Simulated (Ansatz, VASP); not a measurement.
**MgS in VASP and in Ansatz**

```
Mg S
1.0
     4.05466    0.00000    0.00000
    -2.02733    3.51144    0.00000
     0.00000    0.00000    6.49076
Mg S
2 2
Direct
  0.66667 0.33333 0.49702
  0.33333 0.66667 0.99702
  0.33333 0.66667 0.37798
  0.66667 0.33333 0.87798
```

Alike in both runs: task relaxation of cell and atoms; functional PBEsol; k mesh 6 × 6 × 4; occupations gaussian, width 0.02 eV; no spin polarisation.

```csv
,VASP,Ansatz
version,VASP 6.6.1,Ansatz 0.2.0
potentials or method,"VASP PAW PBE potentials, release 64 (Mg, S)","scalar-relativistic, plane waves, PAW"
plane-wave cutoff (eV),600,420
valence electrons in the cell,16,32
```

|  | VASP | Ansatz | Ansatz less VASP |
| --- | --- | --- | --- |
| gap on the k mesh at the Fermi level, each at its own relaxed structure (eV) | 3.31 | 3.31 | -0.002 |
| relaxed volume (Å³/atom) | 22.52 | 22.54 | +0.018 |
| relaxed cell length with the largest relative difference (Å) | 6.417 | 6.423 | +0.0058 |
| energy change over the relaxation (meV/atom) | -3 | -2 | +0.3 |

The two sets of potentials don't hold the same shells in valence.

Caveats: the PAW data sets were made with another functional, which shifts forces and pressure a little (VASP).
